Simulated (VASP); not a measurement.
# Al2O3 (P-3m1) in VASP: notebook, part 2 of 2

VASP 6.6.1. The steps go on from the part before.

**3. Band structure, HSE03**

Contents of POSCAR:

```
Al2O3
1.0
    3.0174825440      0.0000000000      0.0000000000
   -1.5087412720      2.6132165386      0.0000000000
    0.0000000000      0.0000000000      7.5746360022
Al O
2 3
Direct
    0.0000000000      0.0000000000      0.7220490000
    0.0000000000      0.0000000000      0.2779510000
    0.0000000000      0.0000000000      0.5000000000
    0.6666666667      0.3333333333      0.8005460000
    0.3333333333      0.6666666667      0.1994540000
```

Contents of INCAR.step1:

```
  PREC = Accurate
  ENCUT = 520
  EDIFF = 1E-5
  ISMEAR = 0
  SIGMA = 0.02
  LREAL = F
  LASPH = T
  NELM = 60
  ALGO = Normal
  ISIF = 2
  LWAVE = T
  LCHARG = F
  NBANDS = 20
  GGA = PE
  KPAR = 4
```

Contents of INCAR.step2:

```
  PREC = Accurate
  ENCUT = 520
  EDIFF = 1E-7
  ISMEAR = 0
  SIGMA = 0.02
  LREAL = F
  LASPH = T
  NELM = 60
  ALGO = Normal
  ISIF = 2
  LWAVE = F
  LCHARG = F
  GGA = PE
  LHFCALC = T
  HFSCREEN = 0.3
  PRECFOCK = Fast
  NBANDS = 20
  ISTART = 1
  KPAR = 4
```

Contents of KPOINTS:

```
regular mesh
0
Gamma
  6 6 2
```

Contents of KPOINTS_OPT:

```
path GMKGALHA,LM,KH
12
line-mode
reciprocal
 0.0000000000  0.0000000000  0.0000000000  G
 0.5000000000  0.0000000000  0.0000000000  M

 0.5000000000  0.0000000000  0.0000000000  M
 0.3333333333  0.3333333333  0.0000000000  K

 0.3333333333  0.3333333333  0.0000000000  K
 0.0000000000  0.0000000000  0.0000000000  G

 0.0000000000  0.0000000000  0.0000000000  G
 0.0000000000  0.0000000000  0.5000000000  A

 0.0000000000  0.0000000000  0.5000000000  A
 0.5000000000  0.0000000000  0.5000000000  L

 0.5000000000  0.0000000000  0.5000000000  L
 0.3333333333  0.3333333333  0.5000000000  H

 0.3333333333  0.3333333333  0.5000000000  H
 0.0000000000  0.0000000000  0.5000000000  A

 0.5000000000  0.0000000000  0.5000000000  L
 0.5000000000  0.0000000000  0.0000000000  M

 0.3333333333  0.3333333333  0.0000000000  K
 0.3333333333  0.3333333333  0.5000000000  H
```

Potentials or basis: VASP PAW PBE potentials, release 64 (Al, O).

Launch:

```sh
$ cat potpaw_PBE.64/Al/POTCAR potpaw_PBE.64/O/POTCAR > POTCAR
$ cp INCAR.step1 INCAR
$ mpirun -np 4 vasp_std > vasp.out
$ cp INCAR.step2 INCAR
$ mpirun -np 4 vasp_std > vasp.out
```

OUTCAR:

```text
PREC = Accurate
   ENCUT = 520
   EDIFF = 1E-7
   ISMEAR = 0
   LREAL = F
   LASPH = T
   NELM = 60
   ISIF = 2
   GGA = PE
   LHFCALC = T
   HFSCREEN = 0.3
   PRECFOCK = Fast
   ISTART = 1

 ion  position               nearest neighbor table
   1  0.000  0.000  0.722-   3 1.68   4 1.84   4 1.84   4 1.84   2 3.36
   2  0.000  0.000  0.278-   3 1.68   5 1.84   5 1.84   5 1.84   1 3.36
   3  0.000  0.000  0.500-   1 1.68   2 1.68
   4  0.667  0.333  0.801-   1 1.84   1 1.84   1 1.84
   5  0.333  0.667  0.199-   2 1.84   2 1.84   2 1.84

  LATTYP: Found a hexagonal cell.
 ALAT       =     3.0174825440
 C/A-ratio  =     2.5102501478

  Lattice vectors:

 A1 = (   3.0174825440,   0.0000000000,   0.0000000000)
 A2 = (  -1.5087412720,   2.6132165386,   0.0000000000)
 A3 = (   0.0000000000,   0.0000000000,   7.5746360022)

Analysis of symmetry for initial positions (statically):
=====================================================================
 Subroutine PRICEL returns:
 Original cell was already a primitive cell.

 Routine SETGRP: Setting up the symmetry group for a
 hexagonal supercell.

 Subroutine GETGRP returns: Found 12 space group operations
 (whereof 12 operations were pure point group operations)
 out of a pool of 24 trial point group operations.

The static configuration has the point symmetry D_3d.

Analysis of symmetry for dynamics (positions and initial velocities):
=====================================================================
 Subroutine PRICEL returns:
 Original cell was already a primitive cell.

 Routine SETGRP: Setting up the symmetry group for a
 hexagonal supercell.

 Subroutine GETGRP returns: Found 12 space group operations
 (whereof 12 operations were pure point group operations)
 out of a pool of 24 trial point group operations.

The dynamic configuration has the point symmetry D_3d.

 Subroutine INISYM returns: Found 12 space group operations
 (whereof 12 operations are pure point group operations),
 and found     1 'primitive' translations

----------------------------------------------------------------------------------------

                                     Primitive cell

  volume of cell :      59.7285

  direct lattice vectors                    reciprocal lattice vectors
     3.017482544  0.000000000  0.000000000     0.331402083  0.191335082  0.000000000
    -1.508741272  2.613216539  0.000000000     0.000000000  0.382670163  0.000000000
     0.000000000  0.000000000  7.574636002     0.000000000  0.000000000  0.132019545

  length of vectors
     3.017482544  3.017482544  7.574636002     0.382670163  0.382670163  0.132019545

  position of ions in fractional coordinates (direct lattice)
     0.000000000  0.000000000  0.722049000
     0.000000000  0.000000000  0.277951000
     0.000000000  0.000000000  0.500000000
     0.666666667  0.333333333  0.800546000
     0.333333333  0.666666667  0.199454000

  ion indices of the primitive-cell ions
   primitive index   ion index
                 1           1
                 2           2
[... 43 lines left out ...]
  0.166667  0.166667  0.500000      6.000000
  0.333333  0.166667  0.500000     12.000000
  0.333333  0.333333  0.500000      2.000000
   k-points           NKPTS =     14   k-points in BZ     NKDIM =     72   number of bands    NBANDS=     20
   number of dos      NEDOS =    301   number of ions     NIONS =      5
   total plane-waves  NPLWV =  32256
   dimension x,y,z NGX =    24 NGY =   24 NGZ =   56
   dimension x,y,z NGXF=    48 NGYF=   48 NGZF=  112
   ions per type =               2   3
   NGX,Y,Z   is equivalent  to a cutoff of  13.22, 13.22, 12.29 a.u.
   NGXF,Y,Z  is equivalent  to a cutoff of  26.45, 26.45, 24.58 a.u.
 SYSTEM =  unknown system
   PREC   = accura    normal or accurate (medium, high low for compatibility)
   ISTART =      1    job   : 0-new  1-cont  2-samecut
   ICHARG =      0    charge: 1-file 2-atom 10-const
   ISPIN  =      1    spin polarized calculation?
   LNONCOLLINEAR =      F non collinear calculations
   LSORBIT =      F    spin-orbit coupling
   LASPH  =      T    aspherical Exc in radial PAW
   ENCUT  =  520.0 eV  38.22 Ry    6.18 a.u.   5.61  5.61 14.08*2*pi/ulx,y,z
   NELM   =     60;   NELMIN=  2; NELMDL=  0     # of ELM steps
   EDIFF  = 0.1E-06   stopping-criterion for ELM
   LREAL  =      F    real-space projection
   EDIFFG = 0.1E-05   stopping-criterion for IOM
   NSW    =      0    number of steps for IOM
   IBRION =     -1    ionic relax: 0-MD 1-quasi-New 2-CG
   NFREE  =      0    steps in history (QN), initial steepest desc. (CG)
   ISIF   =      2    stress and relaxation
   ISYM   =      3    0-nonsym 1-usesym 2-fastsym
   POTIM  = 0.5000    time-step for ionic-motion
   TEBEG  =    0.0;   TEEND  =   0.0 temperature during run
   PSTRESS=    0.0 pullay stress
   NELECT =      24.0000    total number of electrons
   NUPDOWN=      -1.0000    fix difference up-down
   EMIN   =  10.00;   EMAX   =-10.00  energy-range for DOS
   EFERMI =   0.00;   METHOD = LEGACY
   ISMEAR =     0;   SIGMA  =   0.02  broadening in eV -4-tet -1-fermi 0-gaus
   EFERMI_NEDOS =   21; number of points for ismear=-14 and -15
   IALGO  =     38    algorithm
   IMIX   =      1    mixing-type and parameters
     AMIX     =   0.40;   BMIX     =  1.00
     AMIX_MAG =   1.60;   BMIX_MAG =  1.00
  volume/ion in A,a.u.               =      11.95        80.61
  Fermi-wavevector in a.u.,A,eV,Ry     =   1.208049  2.282882 19.856107  1.459383
  Thomas-Fermi vector in A             =   2.343669
   LORBIT       =      0    0 simple, 1 ext, 2 COOP (PROOUT), +10 PAW based schemes
   GGA     = PE    functional components
   LHFCALC =     T    Hartree Fock is set to
   PRECFOCK=fast      Normal, Fast or Accurate (Low or Medium for compatibility)
   ENCUT4O =  -1.0   cutoff for four orbital integrals eV
   NKREDX  =     1    reduce k-point grid by
   NKREDY  =     1    reduce k-point grid by
   NKREDZ  =     1    reduce k-point grid by
   AEXX    =    0.2500 exact exchange contribution
   HFSCREEN=    0.3000 screening length (either q_TF or 0.3 A-1)
   HFSCREENC=   0.3000 screening length for correlation (either q_TF or 0.3 A-1)
   ENCUTFOCK=  -1.0 apply spherical cutoff to Coloumb kernel
   IVDW    =     0    specifies the selected vdW correction
   LEPSILON=     F    determine dielectric tensor
   LRPA    =     F    only Hartree local field effects (RPA)
 non-spin polarized calculation
 Gauss-broadening in eV      SIGMA  =   0.02
  energy-cutoff  :      520.00
  volume of cell :       59.73
 maximum number of plane-waves:      1624
 NGX is ok and might be reduce to    24
  NGX = 14; NGY = 14; NGZ = 36

 number of electron      24.0000012 magnetization

 Free energy of the ion-electron system (eV)
  ---------------------------------------------------
  ext. energy  EPLUGINS =         0.00000000
  ---------------------------------------------------
  free energy    TOTEN  =       -42.81819468 eV

  energy without entropy =      -42.81819468  energy(sigma->0) =      -42.81819468

 E-fermi :   2.9725     XC(G=0):  -8.1483

 val. band max:        2.8132417821   @ k =   0.0000   0.0000   0.0000
 cond. band min:       6.4716208137   @ k =   0.0000   0.0000   0.0000
 fundamental gap:      3.6583790316
 Fermi energy:         2.9725301023

 k-point     1 :       0.0000    0.0000    0.0000
  band No.  band energies     occupation
      1     -18.3984      2.00000
      2     -18.1967      2.00000
      3     -15.5149      2.00000
      4      -3.3521      2.00000
      5      -1.9331      2.00000
      6      -1.0358      2.00000
[... 311 lines left out ...]
     19      15.7844      0.00000
     20      16.1280      0.00000

------------------------ aborting loop because EDIFF is reached ----------------------------------------

  FORCE on cell =-STRESS in cart. coord.  units (eV):
  Direction    XX          YY          ZZ          XY          YZ          ZX
  --------------------------------------------------------------------------------------
  -------------------------------------------------------------------------------------
  Total       -1.8712864     -1.8712864     -2.2205425     -0.0000000      0.0000000      0.0000000
  in kB      -50.1959776    -50.1959776    -59.5645332     -0.0000000      0.0000000      0.0000000
  external PRESSURE =     -53.3188295 kB  Pullay stress =       0.0000000 kB

 VOLUME and BASIS-vectors are now :
 -----------------------------------------------------------------------------
  energy-cutoff  :      520.00
  volume of cell :       59.73
      direct lattice vectors                 reciprocal lattice vectors
     3.017482544  0.000000000  0.000000000     0.331402083  0.191335082  0.000000000
    -1.508741272  2.613216539  0.000000000     0.000000000  0.382670163  0.000000000
     0.000000000  0.000000000  7.574636002     0.000000000  0.000000000  0.132019545

 POSITION                                       TOTAL-FORCE (eV/Angst)
 -----------------------------------------------------------------------------------
      0.00000      0.00000      5.46926        -0.000000     -0.000000     -0.230811
      0.00000      0.00000      2.10538         0.000000      0.000000      0.230811
      0.00000      0.00000      3.78732         0.000000      0.000000      0.000000
      1.50874      0.87107      6.06384        -0.000000     -0.000000     -0.426254
     -0.00000      1.74214      1.51079         0.000000      0.000000      0.426254
 -----------------------------------------------------------------------------------
    total drift:                               -0.000000      0.000000      0.000002

  FREE ENERGIE OF THE ION-ELECTRON SYSTEM (eV)
  ---------------------------------------------------
  free  energy   TOTEN  =       -42.8181946761 eV

  energy  without entropy=      -42.8181946761  energy(sigma->0) =      -42.81819468
```

Run time: 14 min. Hardware: 4 MPI ranks of AMD EPYC 9R45 (Zen 5), shared host; peak memory 0.3 GiB.

Results:

| Quantity | Value |
| --- | --- |
| Free energy | -42.8182 eV |
| Pressure | -5.3 GPa |
| Largest force | 0.426 eV/Å |
| Band gap on the k mesh | 3.66 eV, direct |
| Band gap along the path | 3.66 eV, direct |

Forces in eV/Å, atoms in the order of the input:
```
Al   0.000  0.000 -0.231
Al   0.000  0.000  0.231
O    0.000  0.000  0.000
O    0.000  0.000 -0.426
O    0.000  0.000  0.426
```

Levels at the corners of the path, in eV from the valence-band top:
```csv
point,band 9,band 10,band 11,band 12,band 13,band 14,band 15,band 16
Γ,-3.84,-2.48,0.00,0.00,3.66,5.76,8.87,12.11
M,-3.71,-3.35,-1.87,-0.51,6.01,7.70,9.83,10.51
M,-3.71,-3.35,-1.87,-0.51,6.01,7.70,9.83,10.51
K,-3.73,-3.69,-1.49,-1.49,8.29,8.29,9.21,11.83
K,-3.73,-3.69,-1.49,-1.49,8.29,8.29,9.21,11.83
Γ,-3.84,-2.48,0.00,0.00,3.66,5.76,8.87,12.11
Γ,-3.84,-2.48,0.00,0.00,3.66,5.76,8.87,12.11
A,-3.83,-3.21,0.00,0.00,4.60,4.75,9.67,10.35
A,-3.83,-3.21,0.00,0.00,4.60,4.75,9.67,10.35
L,-3.60,-3.58,-1.80,-0.51,6.49,7.04,9.67,10.29
L,-3.60,-3.58,-1.80,-0.51,6.49,7.04,9.67,10.29
H,-3.67,-3.67,-1.56,-1.56,8.31,8.31,9.24,11.87
H,-3.67,-3.67,-1.56,-1.56,8.31,8.31,9.24,11.87
A,-3.83,-3.21,0.00,0.00,4.60,4.75,9.67,10.35
L,-3.60,-3.58,-1.80,-0.51,6.49,7.04,9.67,10.29
M,-3.71,-3.35,-1.87,-0.51,6.01,7.70,9.83,10.51
K,-3.73,-3.69,-1.49,-1.49,8.29,8.29,9.21,11.83
H,-3.67,-3.67,-1.56,-1.56,8.31,8.31,9.24,11.87
```

Caveat: the PAW data sets were made with another functional, which shifts forces and pressure a little.
